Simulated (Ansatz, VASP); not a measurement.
**PbSe (Clausthalite): VASP beside Ansatz**

Contents of INCAR:

```
PREC = Accurate
ENCUT = 600
EDIFF = 1E-6
ISMEAR = 0
SIGMA = 0.01
LREAL = False
LASPH = True
NELM = 80
ALGO = Normal
ISIF = 3
LWAVE = False
LCHARG = False
GGA = PE
IBRION = 2
NSW = 60
EDIFFG = -0.01
```

Contents of KPOINTS:

```
Automatic mesh
0
Gamma
  6 6 6
```

File POSCAR:

```
PbSe
1.0
    0.0000000000      3.0606500000      3.0606500000
    3.0606500000      0.0000000000      3.0606500000
    3.0606500000      3.0606500000      0.0000000000
Pb Se
1 1
Direct
    0.0000000000      0.0000000000      0.0000000000
    0.5000000000      0.5000000000      0.5000000000
```

Input for Ansatz:

```yaml
crystal:
  lattice:
    - [0.0, 3.06065, 3.06065]
    - [3.06065, 0.0, 3.06065]
    - [3.06065, 3.06065, 0.0]
  atoms:
    - { symbol: Pb, position: [0.0, 0.0, 0.0] }
    - { symbol: Se, position: [0.5, 0.5, 0.5] }
basis:
  ecutwfc: 462.593566181796
kpoints:
  mp_grid:
    grid: [6, 6, 6]
hamiltonian:
  xc: pbe
  dispersion: none
scf:
  occupations:
    method: fixed
relax:
  f_tol: 0.01
  max_steps: 40
  cell: {}
```

Alike in both runs: task relaxation of cell and atoms; functional PBE; k mesh 6 × 6 × 6; no spin polarisation.

|  | VASP | Ansatz |
| --- | --- | --- |
| version | VASP 6.6.1 | Ansatz 0.2.0 |
| potentials or method | VASP PAW PBE potentials, release 64 (Pb_d, Se) | plane waves, PAW |
| plane-wave cutoff (eV) | 600 | 463 |
| occupations | gaussian, width 0.01 eV | fixed |
| valence electrons in the cell | 20 | 30 |

```csv
,VASP,Ansatz,Ansatz less VASP
relaxed volume (Å³/atom),30.03,30.02,-0.005
relaxed cell length with the largest relative difference (Å),4.396,4.395,-0.0002
energy change over the relaxation (meV/atom),-10,-10,+0.1
```

The two sets of potentials don't hold the same shells in valence.

 Zero-point motion and thermal expansion aren't in these numbers. PBE usually gives volumes a little too large and moduli too small.
